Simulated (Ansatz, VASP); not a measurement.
Two plane-wave programs on In

File INCAR:

```
SYSTEM = In
PREC = Accurate ; ENCUT = 520
EDIFF = 1E-6 ; ISMEAR = -1
SIGMA = 0.05 ; LREAL = .FALSE.
LASPH = .TRUE. ; NELM = 80
ALGO = Normal ; ISIF = 2
LWAVE = .FALSE. ; LCHARG = .FALSE.
GGA = PE ; NBANDS = 12
```

File KPOINTS:

```
Automatic mesh
0
G
  10 10 10
  0 0 0
```

The input POSCAR:

```
In
1.0
   -1.8825252400      1.8825252400      1.8825252400
    1.8825252400     -1.8825252400      1.8825252400
    1.8825252400      1.8825252400     -1.8825252400
In
1
Direct
    0.0000000000      0.0000000000      0.0000000000
```

input.yaml

```yaml
crystal:
  lattice:
    - [-1.88252524, 1.88252524, 1.88252524]
    - [1.88252524, -1.88252524, 1.88252524]
    - [1.88252524, 1.88252524, -1.88252524]
  atoms:
    - { symbol: In, position: [0.0, 0.0, 0.0] }
hamiltonian:
  xc: pbe
  pseudopotentials: { kind: paw }
kpoints:
  mp_grid: { grid: [10, 10, 10] }
scf:
  occupations: { method: fermi_dirac, width: 0.05 }
output:
  forces: true
  stress: true
  eigenvalues: true
  write_density: true
  write_potential: true
  elf: true
  volumetric_format: npy
```

This isn't the form of In at room conditions, which is tetragonal.

Alike in both runs: task single point; functional PBE; k mesh 10 × 10 × 10; occupations fermi-dirac, width 0.05 eV; no spin polarisation.

|  | VASP | Ansatz |
| --- | --- | --- |
| version | VASP 6.6.1 | Ansatz 0.2.0 |
| potentials or method | VASP PAW PBE potentials, release 64 (In_d) | Ansatz PAW |
| plane-wave cutoff (eV) | 520 | 420 |
| valence electrons in the cell | 13 | 13 |

```csv
,VASP,Ansatz,Ansatz less VASP
gap on the k mesh at the Fermi level (eV),none,none,-
pressure (GPa),1.5,1.5,+0.03
```

A gap of «none» marks a metal or a gap that the smearing closes.
